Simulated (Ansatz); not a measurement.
Runs of Ansatz 0.2.0 on PtS2. Symmetry: P-3m1, No. 164, trigonal system. Conventional cell: a = 3.543 Å, b = 3.543 Å, c = 5.039 Å, α = 90.00°, β = 90.00°, γ = 120.00°. Pt (site symmetry -3m) has 6 S at 2.34 Å as nearest neighbours. S (site symmetry 3m) has 3 Pt at 2.34 Å as nearest neighbours. 

```csv
task,level,cell,k mesh,points for each segment of the path,mesh quality,gap on the mesh (eV),pressure (GPa),largest force (eV/Å)
band structure,LDA,as given,9 × 9 × 5,14,not flagged,0.90,(b),(c)
band structure,PBEsol,as given,9 × 9 × 5,14,not flagged,0.95,6.4,0.95
relaxation of cell and atoms,PBE0,relaxed,4 × 4 × 4,-,coarse,(a),0.0,-
band structure,PBE,as given,9 × 9 × 5,14,not flagged,1.02,11.6,1.26
```

Alike in all rows: potentials or basis Ansatz PAW; no spin polarisation; cutoff (eV) 420; smearing fermi-dirac 0.05 eV.

Question: Estimate the missing entries.

Answer: (a) 3.01; (b) 3.6; (c) 0.80.

Caveats: some runs use coarse meshes; spin-orbit coupling is left out, which moves the levels of the heavy elements; the PAW data sets come from PBE, with cores solved anew for the run's functional, which leaves a small shift of forces and pressure (some runs); the plane-wave basis is chosen anew once the cell has moved, so the energies of steps on either side of that aren't comparable (some runs); this functional lacks dispersion, which binds the layers, so the pressure and a relaxed spacing across them are unreliable, and here the layers came unbound (some runs); forces of over 1 eV/Å show positions far from the minimum, so gaps and moduli don't describe the material at rest (some runs).

A k mesh can miss the band edges, and the runs leave out spin-orbit coupling on Pt.
